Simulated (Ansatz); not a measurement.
Te, 3 atoms in the cell. The structure is monoclinic, space group C2/m (No. 12). Conventional cell: a = 7.641 Å, b = 4.296 Å, c = 5.977 Å, α = 90.00°, β = 90.90°, γ = 90.00°. Te (site symmetry 2/m) is surrounded by 6 Te at 3.09 to 3.31 Å. Te (site symmetry m) is surrounded by 6 Te at 3.03 to 3.47 Å. This isn't the form of Te at room conditions, which is trigonal, of chains.

* Program: Ansatz 0.2.0
* Task: relaxation of cell and atoms
* Functional: PBEsol
* Dispersion: D4
* Potentials or basis: Ansatz PAW
* Cutoff: 420 eV (not typed: the program's choice for these potentials)
* k mesh: 7 × 7 × 5
* Occupations: fermi-dirac, width 0.05 eV
* Spin: no spin polarisation

Potentials or basis: Ansatz PAW.

Command:

```console
$ ansatz run input.yaml --threads 2 --pin off --max-ram 5632MiB --backend cpu --events-out ev --progress --plain --runs-dir out
```

Hardware: 2 threads of Intel(R) Xeon(R) Platinum 8259CL CPU @ 2.50GHz (Skylake/Cascade Lake), with other jobs on the host.

Task: Estimate the wall time of this run.

Result: Run time: 48 s on 2 threads of Intel(R) Xeon(R) Platinum 8259CL CPU @ 2.50GHz (Skylake/Cascade Lake), on a shared host, peak memory 0.54 GiB. Counts: scf iterations 50, plane waves 1743, k points 72, bands 29, ion steps 9.
